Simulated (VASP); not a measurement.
# SnTe (Fm-3m) in VASP: single point with PBE

Aim: the single point of SnTe with PBE.

Program: VASP 6.6.1. These are calculated values, not measurements. Logs are shortened: lines on timing, memory, paths and dates and some standing lists are left out, and cuts for length are marked.

**Experimental background.**

From a printed reference work, textbook, for a bulk crystal of SnTe at 300 K: band gap 0.18 eV (direct).

How close the calculation comes is told below.

### 1 The cell of the first run

The structure is cubic, space group Fm-3m (No. 225). Conventional cell: a = 6.379 Å, b = 6.379 Å, c = 6.379 Å, α = 90.00°, β = 90.00°, γ = 90.00°. Within 4.2 Å of Sn (site symmetry m-3m) lie 6 Te at 3.19 Å. Te (site symmetry m-3m) has 6 Sn at 3.19 Å within 4.2 Å.

### 2 Single point, PBE

Input file INCAR:

```
SYSTEM = SnTe
PREC = Accurate
ENCUT = 520
EDIFF = 1E-6
ISMEAR = -1
SIGMA = 0.02
LREAL = .FALSE.
LASPH = .TRUE.
NELM = 60
ALGO = Normal
ISIF = 2
LWAVE = .FALSE.
LCHARG = .FALSE.
GGA = PE
NBANDS = 17
```

Input file KPOINTS:

```
regular mesh
0
G
  6 6 6
  0 0 0
```

Input file POSCAR:

```
SnTe
1.0
    0.0000000000      3.1893545730      3.1893545730
    3.1893545730      0.0000000000      3.1893545730
    3.1893545730      3.1893545730      0.0000000000
Sn Te
1 1
Direct
    0.0000000000      0.0000000000      0.0000000000
    0.5000000000      0.5000000000      0.5000000000
```

Potentials or basis: VASP PAW PBE potentials, release 64 (Sn_d, Te).

Launch:

```
cat potpaw_PBE.64/Sn_d/POTCAR potpaw_PBE.64/Te/POTCAR > POTCAR
mpirun -np 1 vasp_std > vasp.out
```

OUTCAR:

```text
SYSTEM = SnTe
   PREC = Accurate
   ENCUT = 520
   EDIFF = 1E-6
   ISMEAR = -1
   LREAL = .FALSE.
   LASPH = .TRUE.
   NELM = 60
   ISIF = 2
   GGA = PE

 ion  position               nearest neighbor table
   1  0.000  0.000  0.000-   2 3.19   2 3.19   2 3.19   2 3.19   2 3.19   2 3.19
   2  0.500  0.500  0.500-   1 3.19   1 3.19   1 3.19   1 3.19   1 3.19   1 3.19

  LATTYP: Found a face centered cubic cell.
 ALAT       =     6.3787091460

  Lattice vectors:

 A1 = (   0.0000000000,   3.1893545730,   3.1893545730)
 A2 = (   3.1893545730,   0.0000000000,   3.1893545730)
 A3 = (   3.1893545730,   3.1893545730,   0.0000000000)

Analysis of symmetry for initial positions (statically):
=====================================================================
 Subroutine PRICEL returns:
 Original cell was already a primitive cell.

 Routine SETGRP: Setting up the symmetry group for a
 face centered cubic supercell.

 Subroutine GETGRP returns: Found 48 space group operations
 (whereof 48 operations were pure point group operations)
 out of a pool of 48 trial point group operations.

The static configuration has the point symmetry O_h .

Analysis of symmetry for dynamics (positions and initial velocities):
=====================================================================
 Subroutine PRICEL returns:
 Original cell was already a primitive cell.

 Routine SETGRP: Setting up the symmetry group for a
 face centered cubic supercell.

 Subroutine GETGRP returns: Found 48 space group operations
 (whereof 48 operations were pure point group operations)
 out of a pool of 48 trial point group operations.

The dynamic configuration has the point symmetry O_h .

 Subroutine INISYM returns: Found 48 space group operations
 (whereof 48 operations are pure point group operations),
 and found     1 'primitive' translations

----------------------------------------------------------------------------------------

                                     Primitive cell

  volume of cell :      64.8841

  direct lattice vectors                    reciprocal lattice vectors
     0.000000000  3.189354573  3.189354573    -0.156771531  0.156771531  0.156771531
     3.189354573  0.000000000  3.189354573     0.156771531 -0.156771531  0.156771531
     3.189354573  3.189354573  0.000000000     0.156771531  0.156771531 -0.156771531

  length of vectors
     4.510428492  4.510428492  4.510428492     0.271536257  0.271536257  0.271536257

  position of ions in fractional coordinates (direct lattice)
     0.000000000  0.000000000  0.000000000
     0.500000000  0.500000000  0.500000000

  ion indices of the primitive-cell ions
   primitive index   ion index
                 1           1
                 2           2

----------------------------------------------------------------------------------------

 KPOINTS: regular mesh

Automatic generation of k-mesh.
 Grid dimensions read from file:
 generate k-points for:    6    6    6

 Generating k-lattice:

  Cartesian coordinates                     Fractional coordinates (reciprocal lattice)
    -0.026128589  0.026128589  0.026128589     0.166666667  0.000000000  0.000000000
     0.026128589 -0.026128589  0.026128589     0.000000000  0.166666667  0.000000000
     0.026128589  0.026128589 -0.026128589     0.000000000  0.000000000  0.166666667

  Length of vectors
     0.045256043  0.045256043  0.045256043

  Shift w.r.t. Gamma in fractional coordinates (k-lattice)
     0.000000000  0.000000000  0.000000000

 Subroutine IBZKPT returns following result:
 ===========================================

 Found     16 irreducible k-points:

 Following reciprocal coordinates:
            Coordinates               Weight
  0.000000  0.000000  0.000000      1.000000
  0.166667  0.000000  0.000000      8.000000
  0.333333  0.000000  0.000000      8.000000
  0.500000  0.000000  0.000000      4.000000
  0.166667  0.166667  0.000000      6.000000
  0.333333  0.166667  0.000000     24.000000
[... 8 lines left out ...]
 -0.333333  0.333333  0.166667     24.000000
 -0.333333  0.500000  0.166667     12.000000
   k-points           NKPTS =     16   k-points in BZ     NKDIM =     16   number of bands    NBANDS=     17
   number of dos      NEDOS =    301   number of ions     NIONS =      2
   total plane-waves  NPLWV =  46656
   dimension x,y,z NGX =    36 NGY =   36 NGZ =   36
   dimension x,y,z NGXF=    72 NGYF=   72 NGZF=   72
   ions per type =               1   1
   NGX,Y,Z   is equivalent  to a cutoff of  13.27, 13.27, 13.27 a.u.
   NGXF,Y,Z  is equivalent  to a cutoff of  26.54, 26.54, 26.54 a.u.
 SYSTEM =  SnTe
   PREC   = accura    normal or accurate (medium, high low for compatibility)
   ISTART =      0    job   : 0-new  1-cont  2-samecut
   ICHARG =      2    charge: 1-file 2-atom 10-const
   ISPIN  =      1    spin polarized calculation?
   LNONCOLLINEAR =      F non collinear calculations
   LSORBIT =      F    spin-orbit coupling
   LASPH  =      T    aspherical Exc in radial PAW
   ENCUT  =  520.0 eV  38.22 Ry    6.18 a.u.   8.39  8.39  8.39*2*pi/ulx,y,z
   NELM   =     60;   NELMIN=  2; NELMDL= -5     # of ELM steps
   EDIFF  = 0.1E-05   stopping-criterion for ELM
   LREAL  =      F    real-space projection
   EDIFFG = 0.1E-04   stopping-criterion for IOM
   NSW    =      0    number of steps for IOM
   IBRION =     -1    ionic relax: 0-MD 1-quasi-New 2-CG
   NFREE  =      0    steps in history (QN), initial steepest desc. (CG)
   ISIF   =      2    stress and relaxation
   ISYM   =      2    0-nonsym 1-usesym 2-fastsym
   POTIM  = 0.5000    time-step for ionic-motion
   TEBEG  =    0.0;   TEEND  =   0.0 temperature during run
   PSTRESS=    0.0 pullay stress
   NELECT =      20.0000    total number of electrons
   NUPDOWN=      -1.0000    fix difference up-down
   EMIN   =  10.00;   EMAX   =-10.00  energy-range for DOS
   EFERMI =   0.00;   METHOD = LEGACY
   ISMEAR =    -1;   SIGMA  =   0.02  broadening in eV -4-tet -1-fermi 0-gaus
   EFERMI_NEDOS =   21; number of points for ismear=-14 and -15
   IALGO  =     38    algorithm
   IMIX   =      4    mixing-type and parameters
     AMIX     =   0.40;   BMIX     =  1.00
     AMIX_MAG =   1.60;   BMIX_MAG =  1.00
  volume/ion in A,a.u.               =      32.44       218.93
  Fermi-wavevector in a.u.,A,eV,Ry     =   1.105873  2.089797 16.639322  1.222956
  Thomas-Fermi vector in A             =   2.242366
   LORBIT       =      0    0 simple, 1 ext, 2 COOP (PROOUT), +10 PAW based schemes
   GGA     = PE    functional components
   LHFCALC =     F    Hartree Fock is set to
   AEXX    =    0.0000 exact exchange contribution
   IVDW    =     0    specifies the selected vdW correction
   LEPSILON=     F    determine dielectric tensor
   LRPA    =     F    only Hartree local field effects (RPA)
 non-spin polarized calculation
  energy-cutoff  :      520.00
  volume of cell :       64.88
 maximum number of plane-waves:      1807
 NGX is ok and might be reduce to    36
   NGX = 17   NGY = 17   NGZ = 17

 number of electron      20.0000002 magnetization

 Free energy of the ion-electron system (eV)
  ---------------------------------------------------
  ext. energy  EPLUGINS =         0.00000000
  ---------------------------------------------------
  free energy    TOTEN  =        -7.56274424 eV

  energy without entropy =       -7.56172825  energy(sigma->0) =       -7.56223625

 E-fermi :   6.5356     XC(G=0):  -9.3343

 val. band max:        6.5306906596   @ k =   0.5000   0.0000   0.0000
 cond. band min:       6.5404262220   @ k =   0.5000   0.0000   0.0000
 fundamental gap:      0.0097355624
 Fermi energy:         6.5355584405

 k-point     1 :       0.0000    0.0000    0.0000
  band No.  band energies     occupation
      1     -15.3910      2.00000
      2     -15.3910      2.00000
      3     -15.3870      2.00000
      4     -15.3870      2.00000
      5     -15.3870      2.00000
      6      -6.0322      2.00000
[... 9 lines left out ...]
     16      11.3229      0.00000
     17      13.3365      0.00000

 k-point     2 :       0.1667    0.0000    0.0000
  band No.  band energies     occupation
      1     -15.3919      2.00000
      2     -15.3919      2.00000
      3     -15.3866      2.00000
      4     -15.3856      2.00000
      5     -15.3856      2.00000
      6      -5.8138      2.00000
[... 9 lines left out ...]
     16      11.8641      0.00000
     17      14.8316      0.00000

 k-point     3 :       0.3333    0.0000    0.0000
  band No.  band energies     occupation
      1     -15.3941      2.00000
      2     -15.3941      2.00000
      3     -15.3858      2.00000
      4     -15.3825      2.00000
      5     -15.3825      2.00000
      6      -5.2507      2.00000
[... 9 lines left out ...]
     16      13.3455      0.00000
     17      16.9788      0.00000

 k-point     4 :       0.5000    0.0000    0.0000
  band No.  band energies     occupation
      1     -15.3953      2.00000
      2     -15.3953      2.00000
      3     -15.3855      2.00000
      4     -15.3809      2.00000
      5     -15.3809      2.00000
      6      -4.8413      2.00000
[... 9 lines left out ...]
     16      15.3130      0.00000
     17      15.3130      0.00000
[... 183 lines left out ...]
      1     -15.3989      2.00000
      2     -15.3911      2.00000
      3     -15.3866      2.00000
      4     -15.3814      2.00000
      5     -15.3802      2.00000
      6      -4.8617      2.00000
[... 9 lines left out ...]
     16      14.8475      0.00000
     17      15.4407      0.00000

 k-point    15 :      -0.3333    0.3333    0.1667
  band No.  band energies     occupation
      1     -15.3992      2.00000
      2     -15.3919      2.00000
      3     -15.3841      2.00000
      4     -15.3833      2.00000
      5     -15.3789      2.00000
      6      -4.5865      2.00000
[... 9 lines left out ...]
     16      16.3096      0.00000
     17      16.4097      0.00000

 k-point    16 :      -0.3333    0.5000    0.1667
  band No.  band energies     occupation
      1     -15.4020      2.00000
      2     -15.3897      2.00000
      3     -15.3871      2.00000
      4     -15.3809      2.00000
      5     -15.3777      2.00000
      6      -4.5123      2.00000
[... 9 lines left out ...]
     16      16.4306      0.00000
     17      17.6394      0.00000

------------------------ aborting loop because EDIFF is reached ----------------------------------------

  FORCE on cell =-STRESS in cart. coord.  units (eV):
  Direction    XX          YY          ZZ          XY          YZ          ZX
  --------------------------------------------------------------------------------------
  -------------------------------------------------------------------------------------
  Total        0.2239329      0.2239329      0.2239329      0.0000000     -0.0000000      0.0000000
  in kB        5.5295548      5.5295548      5.5295548      0.0000000     -0.0000000      0.0000000
  external PRESSURE =       5.5295548 kB  Pullay stress =       0.0000000 kB

 VOLUME and BASIS-vectors are now :
 -----------------------------------------------------------------------------
  energy-cutoff  :      520.00
  volume of cell :       64.88
      direct lattice vectors                 reciprocal lattice vectors
     0.000000000  3.189354573  3.189354573    -0.156771531  0.156771531  0.156771531
     3.189354573  0.000000000  3.189354573     0.156771531 -0.156771531  0.156771531
     3.189354573  3.189354573  0.000000000     0.156771531  0.156771531 -0.156771531

 POSITION                                       TOTAL-FORCE (eV/Angst)
 -----------------------------------------------------------------------------------
      0.00000      0.00000      0.00000         0.000000      0.000000      0.000000
      3.18935      3.18935      3.18935        -0.000000     -0.000000     -0.000000
 -----------------------------------------------------------------------------------
    total drift:                               -0.000000      0.000000      0.000000

  FREE ENERGIE OF THE ION-ELECTRON SYSTEM (eV)
  ---------------------------------------------------
  free  energy   TOTEN  =        -7.5627442432 eV

  energy  without entropy=       -7.5617282477  energy(sigma->0) =       -7.56223625
```

It took 18 s on 1 thread of Intel Xeon Platinum 8488C (Sapphire Rapids), shared host; peak memory 0.2 GiB.

What came out:

| Property | Result |
| --- | --- |
| Free energy | -7.5627 eV |
| Pressure | 0.6 GPa |
| Band gap on the k mesh | 0.01 eV, direct |

Caveat: spin-orbit coupling is left out, which moves the levels of the heavy elements.

### 3 How close it comes

Step 2. A measured gap of SnTe is 0.18 eV (direct; 300 K; a printed reference work, textbook); the calculated 0.01 eV misses it by -0.17 eV. Spin-orbit coupling on Sn, Te is left out. The value is that of PBE on a finite k mesh, which can miss the band edges, without temperature or zero-point motion. Semilocal functionals fall short of measured gaps as a rule.
